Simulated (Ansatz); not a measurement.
Starting structure of a cell relaxation (symmetry kept):

```cif
data_structure
_symmetry_space_group_name_H-M 'Fm-3m'
_symmetry_Int_Tables_number 225
_cell_length_a 4.5100
_cell_length_b 4.5100
_cell_length_c 4.5100
_cell_angle_alpha 90.000
_cell_angle_beta 90.000
_cell_angle_gamma 90.000
_cell_volume 91.73
loop_
_atom_site_label
_atom_site_type_symbol
_atom_site_symmetry_multiplicity
_atom_site_Wyckoff_symbol
_atom_site_fract_x
_atom_site_fract_y
_atom_site_fract_z
_atom_site_occupancy
Zr1 Zr 4 a 0.00000 0.00000 0.00000 1
```

Computed with Ansatz 0.2.0, DFT PBE, scalar-relativistic, plane waves, PAW.

Settings: cutoff 420 eV, Γ-centred mesh 16×16×16 on the computed 1-atom cell, Gaussian smearing of 0.10 eV; no spin polarisation.

Problem. What does it relax to?

Solution. The volume increases by 0.26 Å³/atom to 23.20 Å³/atom, and the energy falls by 0.8 meV/atom. Final structure:
```yaml
crystal:
  lattice:
    - [0.00000, 2.26355, 2.26355]
    - [2.26355, 0.00000, 2.26355]
    - [2.26355, 2.26355, 0.00000]
  atoms:
    - { symbol: Zr, position: [0.00000, 0.00000, 0.00000] }
```

Course of the relaxation (steps run on the plane waves of an earlier cell, and the basis is chosen afresh near the end, so energy and pressure can step there; trial steps that raised the energy were taken back; energies are free energies):

```tsv
step	E − E_final (meV/atom)	P (GPa)	V (Å³/atom)
1	0.8	1.03	22.93
2	0.7	-0.88	23.43
3	0.0	-0.01	23.20
4	0.0	-0.01	23.20
```